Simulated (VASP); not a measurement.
# TaC (I4/mmm) in VASP: further runs

Runs on TaC. Level: PBE. Tasks: single point.

All numbers are computed with VASP 6.6.1; they aren't measurements. Logs are shortened: lines on timing, memory, paths and dates and some standing lists are left out, and cuts for length are marked.

**1. The cell of the first run**

It takes space group I4/mmm (No. 139, tetragonal). Conventional cell: a = 3.149 Å, b = 3.149 Å, c = 4.476 Å, α = 90.00°, β = 90.00°, γ = 90.00°. Around Ta (site symmetry 4/mmm) lie 6 C at 2.23 to 2.24 Å. Around C (site symmetry 4/mmm) lie 6 Ta at 2.23 to 2.24 Å.

**2. Single point, PBE (strain +0.0050 x Voigt [1, 0, 0, 0, 0, 0], atoms carried along)**

The input, INCAR:

```
SYSTEM = TaC
ALGO = Fast ; EDIFF = 1E-7
ENCUT = 520 ; GGA = PE
ISIF = 2 ; ISMEAR = 0
LASPH = .True. ; LCHARG = .True.
LELF = .True. ; LREAL = .False.
LVHAR = .True. ; LWAVE = .False.
NBANDS = 14 ; NELM = 100
PREC = Accurate ; SIGMA = 0.15
```

The input, KPOINTS:

```
k-points
0
Gamma
  18 18 18
  0 0 0
```

The input, POSCAR:

```
TaC
1.0
    0.0000000000      2.2270000000      2.2270000000
    2.2381350000      0.0000000000      2.2270000000
    2.2381350000      2.2270000000      0.0000000000
Ta C
1 1
Direct
    0.0000000000      0.0000000000      0.0000000000
    0.5000000000      0.5000000000      0.5000000000
```

Potentials or basis: VASP PAW PBE potentials, release 64 (Ta_pv, C).

Launch:

```
$ cat potpaw_PBE.64/Ta_pv/POTCAR potpaw_PBE.64/C/POTCAR > POTCAR
$ mpirun -np 1 vasp_std > vasp.out
```

OUTCAR:

```text
SYSTEM = TaC
   EDIFF = 1E-7
   ENCUT = 520
   GGA = PE
   ISIF = 2
   ISMEAR = 0
   LASPH = .True.
   LREAL = .False.
   NELM = 100
   PREC = Accurate

 ion  position               nearest neighbor table
   1  0.000  0.000  0.000-   2 2.23   2 2.23   2 2.23   2 2.23   2 2.24   2 2.24
   2  0.500  0.500  0.500-   1 2.23   1 2.23   1 2.23   1 2.23   1 2.24   1 2.24

  LATTYP: Found a body centered tetragonal cell.
 ALAT       =     3.1494536034
 C/A-ratio  =     1.4212846302

  Lattice vectors:

 A1 = (   2.2381350000,   0.0000000000,   2.2270000000)
 A2 = (   2.2381350000,   0.0000000000,  -2.2270000000)
 A3 = (  -2.2381350000,   2.2270000000,   0.0000000000)

Analysis of symmetry for initial positions (statically):
=====================================================================
 Subroutine PRICEL returns:
 Original cell was already a primitive cell.

 Routine SETGRP: Setting up the symmetry group for a
 body centered tetragonal supercell.

 Subroutine GETGRP returns: Found 16 space group operations
 (whereof 16 operations were pure point group operations)
 out of a pool of 16 trial point group operations.

The static configuration has the point symmetry D_4h.

Analysis of symmetry for dynamics (positions and initial velocities):
=====================================================================
 Subroutine PRICEL returns:
 Original cell was already a primitive cell.

 Routine SETGRP: Setting up the symmetry group for a
 body centered tetragonal supercell.

 Subroutine GETGRP returns: Found 16 space group operations
 (whereof 16 operations were pure point group operations)
 out of a pool of 16 trial point group operations.

The dynamic configuration has the point symmetry D_4h.

 Subroutine INISYM returns: Found 16 space group operations
 (whereof 16 operations are pure point group operations),
 and found     1 'primitive' translations

----------------------------------------------------------------------------------------

                                     Primitive cell

  volume of cell :      22.2002

  direct lattice vectors                    reciprocal lattice vectors
     0.000000000  2.227000000  2.227000000    -0.223400286  0.224517288  0.224517288
     2.238135000  0.000000000  2.227000000     0.223400286 -0.224517288  0.224517288
     2.238135000  2.227000000  0.000000000     0.223400286  0.224517288 -0.224517288

  length of vectors
     3.149453603  3.157337055  3.157337055     0.388231520  0.388231520  0.388231520

  position of ions in fractional coordinates (direct lattice)
     0.000000000  0.000000000  0.000000000
     0.500000000  0.500000000  0.500000000

  ion indices of the primitive-cell ions
   primitive index   ion index
                 1           1
                 2           2

----------------------------------------------------------------------------------------

 KPOINTS: k-points

Automatic generation of k-mesh.
 Grid dimensions read from file:
 generate k-points for:   18   18   18

 Generating k-lattice:

  Cartesian coordinates                     Fractional coordinates (reciprocal lattice)
    -0.012411127  0.012473183  0.012473183     0.055555556  0.000000000  0.000000000
     0.012411127 -0.012473183  0.012473183     0.000000000  0.055555556  0.000000000
     0.012411127  0.012473183 -0.012473183     0.000000000  0.000000000  0.055555556

  Length of vectors
     0.021568418  0.021568418  0.021568418

  Shift w.r.t. Gamma in fractional coordinates (k-lattice)
     0.000000000  0.000000000  0.000000000

 Subroutine IBZKPT returns following result:
 ===========================================

 Found    480 irreducible k-points:

 Following reciprocal coordinates:
            Coordinates               Weight
  0.000000  0.000000  0.000000      1.000000
  0.055556 -0.000000 -0.000000      8.000000
  0.111111 -0.000000 -0.000000      8.000000
  0.166667  0.000000  0.000000      8.000000
  0.222222  0.000000  0.000000      8.000000
  0.277778 -0.000000 -0.000000      8.000000
[... 16 lines left out ...]
 -0.277778  0.055556  0.000000     16.000000
 -0.222222  0.055556  0.000000     16.000000
 [... further k-points ...]
   k-points           NKPTS =    480   k-points in BZ     NKDIM =    480   number of bands    NBANDS=     14
   number of dos      NEDOS =    301   number of ions     NIONS =      2
   total plane-waves  NPLWV =  13824
   dimension x,y,z NGX =    24 NGY =   24 NGZ =   24
   dimension x,y,z NGXF=    48 NGYF=   48 NGZF=   48
   ions per type =               1   1
   NGX,Y,Z   is equivalent  to a cutoff of  12.67, 12.64, 12.64 a.u.
   NGXF,Y,Z  is equivalent  to a cutoff of  25.34, 25.27, 25.27 a.u.
 SYSTEM =  TaC
   PREC   = accura    normal or accurate (medium, high low for compatibility)
   ISTART =      0    job   : 0-new  1-cont  2-samecut
   ICHARG =      2    charge: 1-file 2-atom 10-const
   ISPIN  =      1    spin polarized calculation?
   LNONCOLLINEAR =      F non collinear calculations
   LSORBIT =      F    spin-orbit coupling
   LASPH  =      T    aspherical Exc in radial PAW
   ENCUT  =  520.0 eV  38.22 Ry    6.18 a.u.   5.86  5.87  5.87*2*pi/ulx,y,z
   NELM   =    100;   NELMIN=  2; NELMDL= -5     # of ELM steps
   EDIFF  = 0.1E-06   stopping-criterion for ELM
   LREAL  =      F    real-space projection
   EDIFFG = 0.1E-05   stopping-criterion for IOM
   NSW    =      0    number of steps for IOM
   IBRION =     -1    ionic relax: 0-MD 1-quasi-New 2-CG
   NFREE  =      0    steps in history (QN), initial steepest desc. (CG)
   ISIF   =      2    stress and relaxation
   ISYM   =      2    0-nonsym 1-usesym 2-fastsym
   POTIM  = 0.5000    time-step for ionic-motion
   TEBEG  =    0.0;   TEEND  =   0.0 temperature during run
   PSTRESS=    0.0 pullay stress
   NELECT =      15.0000    total number of electrons
   NUPDOWN=      -1.0000    fix difference up-down
   EMIN   =  10.00;   EMAX   =-10.00  energy-range for DOS
   EFERMI =   0.00;   METHOD = LEGACY
   ISMEAR =     0;   SIGMA  =   0.15  broadening in eV -4-tet -1-fermi 0-gaus
   EFERMI_NEDOS =   21; number of points for ismear=-14 and -15
   IALGO  =     68    algorithm
   IMIX   =      4    mixing-type and parameters
     AMIX     =   0.40;   BMIX     =  1.00
     AMIX_MAG =   1.60;   BMIX_MAG =  1.00
  volume/ion in A,a.u.               =      11.10        74.91
  Fermi-wavevector in a.u.,A,eV,Ry     =   1.436546  2.714679 28.077877  2.063666
  Thomas-Fermi vector in A             =   2.555723
   LORBIT       =      0    0 simple, 1 ext, 2 COOP (PROOUT), +10 PAW based schemes
   GGA     = PE    functional components
   LHFCALC =     F    Hartree Fock is set to
   AEXX    =    0.0000 exact exchange contribution
   IVDW    =     0    specifies the selected vdW correction
   LEPSILON=     F    determine dielectric tensor
   LRPA    =     F    only Hartree local field effects (RPA)
 non-spin polarized calculation
 RMM-DIIS sequential band-by-band and
 Gauss-broadening in eV      SIGMA  =   0.15
  energy-cutoff  :      520.00
  volume of cell :       22.20
 maximum number of plane-waves:       610
   NGX = 11   NGY = 11   NGZ = 11

 number of electron      15.0000000 magnetization

 Free energy of the ion-electron system (eV)
  ---------------------------------------------------
  ext. energy  EPLUGINS =         0.00000000
  ---------------------------------------------------
  free energy    TOTEN  =       -22.19962010 eV

  energy without entropy =      -22.18982310  energy(sigma->0) =      -22.19472160

 E-fermi :   8.3472     XC(G=0): -13.1808

 val. band max:        8.3459577783   @ k =   0.4444  -0.3889   0.1667
 cond. band min:       8.3505046280   @ k =  -0.2222   0.0556   0.0000
 fundamental gap:      0.0045468498
 Fermi energy:         8.3472273354

 k-point     1 :       0.0000    0.0000    0.0000
  band No.  band energies     occupation
      1     -26.7320      2.00000
      2     -26.7270      2.00000
      3     -26.7270      2.00000
      4      -6.4356      2.00000
      5       6.9892      2.00000
      6       7.0474      2.00000
      7       7.0474      2.00000
      8       7.8589      2.00000
      9       7.8860      1.99999
     10       7.8860      1.99999
     11       8.9688      0.00000
     12       9.0359      0.00000
     13      14.8826      0.00000
     14      18.3991      0.00000

 k-point     2 :       0.0556   -0.0000   -0.0000
  band No.  band energies     occupation
      1     -26.7515      2.00000
      2     -26.7324      2.00000
      3     -26.7292      2.00000
      4      -6.3486      2.00000
      5       6.5264      2.00000
      6       6.8196      2.00000
      7       6.8596      2.00000
      8       7.5271      2.00000
      9       7.5463      2.00000
     10       8.1890      1.86433
     11       9.6727      0.00000
     12       9.7361      0.00000
     13      15.0565      0.00000
     14      18.6208      0.00000

 k-point     3 :       0.1111   -0.0000   -0.0000
  band No.  band energies     occupation
      1     -26.8155      2.00000
      2     -26.7394      2.00000
      3     -26.7354      2.00000
      4      -6.0928      2.00000
      5       5.6368      2.00000
      6       6.0885      2.00000
      7       6.1221      2.00000
      8       7.6071      2.00000
      9       7.6272      2.00000
     10       8.5741      0.03240
     11      10.8357      0.00000
     12      10.9039      0.00000
     13      15.5229      0.00000
     14      19.2455      0.00000

 k-point     4 :       0.1667    0.0000    0.0000
  band No.  band energies     occupation
      1     -26.9126      2.00000
      2     -26.7497      2.00000
      3     -26.7450      2.00000
      4      -5.6840      2.00000
      5       4.6454      2.00000
      6       5.2887      2.00000
      7       5.3161      2.00000
      8       7.9686      1.99964
      9       7.9847      1.99937
     10       8.8872      0.00000
     11      12.1046      0.00000
     12      12.1804      0.00000
     13      16.1413      0.00000
     14      20.1347      0.00000

 k-point     5 :       0.2222    0.0000    0.0000
  band No.  band energies     occupation
      1     -27.0293      2.00000
      2     -26.7623      2.00000
      3     -26.7567      2.00000
      4      -5.1455      2.00000
      5       3.6327      2.00000
      6       4.5749      2.00000
      7       4.5974      2.00000
      8       8.4817      0.20495
      9       8.4905      0.17665
     10       9.1996      0.00000
     11      13.4136      0.00000
[... 276 lines left out ...]
 k-point    22 :      -0.3333    0.0556   -0.0000
  band No.  band energies     occupation
      1     -27.2909      2.00000
      2     -26.8108      2.00000
      3     -26.7834      2.00000
      4      -3.5356      2.00000
      5       1.3598      2.00000
      6       3.2983      2.00000
      7       3.5239      2.00000
      8       9.6716      0.00000
      9       9.9258      0.00000
     10      10.8064      0.00000
     11      15.5405      0.00000
     12      16.3088      0.00000
     13      16.9920      0.00000
     14      21.7779      0.00000

 k-point    23 :      -0.2778    0.0556    0.0000
  band No.  band energies     occupation
      1     -27.1879      2.00000
      2     -26.8005      2.00000
      3     -26.7698      2.00000
      4      -4.2381      2.00000
      5       2.2572      2.00000
      6       3.6803      2.00000
      7       3.9635      2.00000
      8       8.9849      0.00000
      9       9.4107      0.00000
     10      10.2023      0.00000
     11      14.3919      0.00000
     12      15.8595      0.00000
     13      16.9309      0.00000
     14      21.5278      0.00000

 k-point    24 :      -0.2222    0.0556    0.0000
  band No.  band energies     occupation
      1     -27.0713      2.00000
      2     -26.7873      2.00000
      3     -26.7562      2.00000
      4      -4.8901      2.00000
      5       3.2076      2.00000
      6       4.1938      2.00000
      7       4.5013      2.00000
      8       8.3505      0.97535
      9       8.9742      0.00000
     10       9.6514      0.00000
     11      13.1354      0.00000
     12      14.6014      0.00000
     13      16.9515      0.00000
     14      21.2917      0.00000

 [... further k-points ...]

------------------------ aborting loop because EDIFF is reached ----------------------------------------

  FORCE on cell =-STRESS in cart. coord.  units (eV):
  Direction    XX          YY          ZZ          XY          YZ          ZX
  --------------------------------------------------------------------------------------
  -------------------------------------------------------------------------------------
  Total        0.2746371      0.6805522      0.6805522      0.0000000      0.0000000      0.0000000
  in kB       19.8204317     49.1151316     49.1151316      0.0000000      0.0000000      0.0000000
  external PRESSURE =      39.3502316 kB  Pullay stress =       0.0000000 kB

 VOLUME and BASIS-vectors are now :
 -----------------------------------------------------------------------------
  energy-cutoff  :      520.00
  volume of cell :       22.20
      direct lattice vectors                 reciprocal lattice vectors
     0.000000000  2.227000000  2.227000000    -0.223400286  0.224517288  0.224517288
     2.238135000  0.000000000  2.227000000     0.223400286 -0.224517288  0.224517288
     2.238135000  2.227000000  0.000000000     0.223400286  0.224517288 -0.224517288

 POSITION                                       TOTAL-FORCE (eV/Angst)
 -----------------------------------------------------------------------------------
      0.00000      0.00000      0.00000         0.000000     -0.000000      0.000000
      2.23814      2.22700      2.22700         0.000000      0.000000      0.000000
 -----------------------------------------------------------------------------------
    total drift:                                0.000000     -0.000000     -0.000000

  FREE ENERGIE OF THE ION-ELECTRON SYSTEM (eV)
  ---------------------------------------------------
  free  energy   TOTEN  =       -22.1996200967 eV

  energy  without entropy=      -22.1898230959  energy(sigma->0) =      -22.19472160
```

Run time: 99 s. Hardware: 1 thread of AMD EPYC 9R45 (Zen 5), shared host; peak memory 0.24 GiB.

Results:

| Quantity | Value |
| --- | --- |
| Free energy | -22.1996 eV |
| Pressure | 3.9 GPa |
| Band gap on the k mesh | none (metal or under the smearing width) |

Stress tensor (GPa, compression positive):
```
1.98 0.00 0.00
0.00 4.91 0.00
0.00 0.00 4.91
```

**3. Single point, PBE (strain -0.0100 x Voigt [1, 0, 0, 0, 0, 0], atoms carried along)**

The input, INCAR:

```
ALGO     = Fast           # electronic algorithm
EDIFF    = 1E-6           # SCF threshold, eV
ENCUT    = 520            # plane-wave cutoff, eV
GGA      = PE             # functional
ISIF     = 2              # what is computed and relaxed
ISMEAR   = 0              # smearing method
LASPH    = True           # aspherical terms in the spheres
LCHARG   = False          # write CHGCAR
LREAL    = False          # projectors in reciprocal space
LWAVE    = False          # write WAVECAR
NBANDS   = 14             # bands
NELM     = 100            # most SCF steps
PREC     = Accurate       # precision mode
SIGMA    = 0.15           # smearing width, eV
```

The input, KPOINTS:

```
k-points
0
Gamma
  18 18 18
```

The input, POSCAR:

```
TaC
1.0
    0.0000000000      2.2270000000      2.2270000000
    2.2047300000      0.0000000000      2.2270000000
    2.2047300000      2.2270000000      0.0000000000
Ta C
1 1
Direct
    0.0000000000      0.0000000000      0.0000000000
    0.5000000000      0.5000000000      0.5000000000
```

Potentials or basis: VASP PAW PBE potentials, release 64 (Ta_pv, C).

Launch:

```
$ cat potpaw_PBE.64/Ta_pv/POTCAR potpaw_PBE.64/C/POTCAR > POTCAR
$ mpirun -np 1 vasp_std > vasp.out
```

OUTCAR:

```text
EDIFF = 1E-6
   ENCUT = 520
   GGA = PE
   ISIF = 2
   ISMEAR = 0
   LASPH = True
   LREAL = False
   NELM = 100
   PREC = Accurate

 ion  position               nearest neighbor table
   1  0.000  0.000  0.000-   2 2.20   2 2.20   2 2.23   2 2.23   2 2.23   2 2.23
   2  0.500  0.500  0.500-   1 2.20   1 2.20   1 2.23   1 2.23   1 2.23   1 2.23

  LATTYP: Found a body centered tetragonal cell.
 ALAT       =     3.1494536034
 C/A-ratio  =     1.4000714267

[... 598 lines left out ...]

------------------------ aborting loop because EDIFF is reached ----------------------------------------

  FORCE on cell =-STRESS in cart. coord.  units (eV):
  Direction    XX          YY          ZZ          XY          YZ          ZX
  --------------------------------------------------------------------------------------
  -------------------------------------------------------------------------------------
  Total        1.8461908      0.9758371      0.9758371      0.0000000      0.0000000      0.0000000
  in kB      135.2574924     71.4927581     71.4927581      0.0000000      0.0000000      0.0000000
  external PRESSURE =      92.7476695 kB  Pullay stress =       0.0000000 kB

 VOLUME and BASIS-vectors are now :
 -----------------------------------------------------------------------------
  energy-cutoff  :      520.00
  volume of cell :       21.87
      direct lattice vectors                 reciprocal lattice vectors
     0.000000000  2.227000000  2.227000000    -0.226785139  0.224517288  0.224517288
     2.204730000  0.000000000  2.227000000     0.226785139 -0.224517288  0.224517288
     2.204730000  2.227000000  0.000000000     0.226785139  0.224517288 -0.224517288

 POSITION                                       TOTAL-FORCE (eV/Angst)
 -----------------------------------------------------------------------------------
      0.00000      0.00000      0.00000        -0.000000     -0.000000     -0.000000
      2.20473      2.22700      2.22700         0.000000      0.000000      0.000000
 -----------------------------------------------------------------------------------
    total drift:                                0.000000     -0.000000     -0.000000

  FREE ENERGIE OF THE ION-ELECTRON SYSTEM (eV)
  ---------------------------------------------------
  free  energy   TOTEN  =       -22.1837714896 eV

  energy  without entropy=      -22.1742968677  energy(sigma->0) =      -22.17903418
```

OSZICAR:

```text
N       E                     dE             d eps       ncg     rms          rms(c)
DAV:   1     0.825337567860E+02    0.82534E+02   -0.78420E+03 13440   0.105E+03
DAV:   2    -0.229750601301E+02   -0.10551E+03   -0.10026E+03 16436   0.289E+02
DAV:   3    -0.256480964888E+02   -0.26730E+01   -0.26443E+01 16228   0.419E+01
DAV:   4    -0.256626649666E+02   -0.14568E-01   -0.14565E-01 15444   0.338E+00
DAV:   5    -0.256627445796E+02   -0.79613E-04   -0.79612E-04 15998   0.235E-01    0.252E+01
RMM:   6    -0.222570834412E+02    0.34057E+01   -0.43318E+00 15575   0.135E+01    0.979E+00
RMM:   7    -0.222094679589E+02    0.47615E-01   -0.24736E-01 16858   0.359E+00    0.588E+00
RMM:   8    -0.221850579747E+02    0.24410E-01   -0.63495E-02 16156   0.182E+00    0.689E-01
RMM:   9    -0.221840409649E+02    0.10170E-02   -0.90077E-03 18056   0.645E-01    0.322E-01
RMM:  10    -0.221837887011E+02    0.25226E-03   -0.10637E-03 16721   0.256E-01    0.701E-02
RMM:  11    -0.221837684666E+02    0.20235E-04   -0.24828E-04 18483   0.107E-01    0.333E-02
RMM:  12    -0.221837709402E+02   -0.24736E-05   -0.49008E-05 18776   0.492E-02    0.212E-02
RMM:  13    -0.221837711622E+02   -0.22207E-06   -0.12025E-05 17156   0.264E-02    0.631E-03
RMM:  14    -0.221837714896E+02   -0.32737E-06   -0.28454E-06 12866   0.121E-02
   1 F= -.22183771E+02 E0= -.22179034E+02  d E =-.947462E-02
```

stdout:

```text
POSCAR found type information on POSCAR TaC
 POSCAR found :  2 types and       2 ions
 scaLAPACK will be used
 LDA part: xc-table for (Slater+PW92), standard interpolation
 POSCAR, INCAR and KPOINTS ok, starting setup
 FFT: planning ... GRIDC
 FFT: planning ... GRID_SOFT
 FFT: planning ... GRID
 WAVECAR not read
 entering main loop
WARNING in EDDRMM: call to ZHEGV failed, returncode =   8  4     13
```

It took 77 s on 1 thread of AMD EPYC 9R45 (Zen 5), shared host; peak memory 0.24 GiB.

What came out:

```
Free energy            : -22.1838 eV
Pressure               : 9.3 GPa
Band gap on the k mesh : none (metal or under the smearing width)
```

(Part 1 of 2 ends here.)
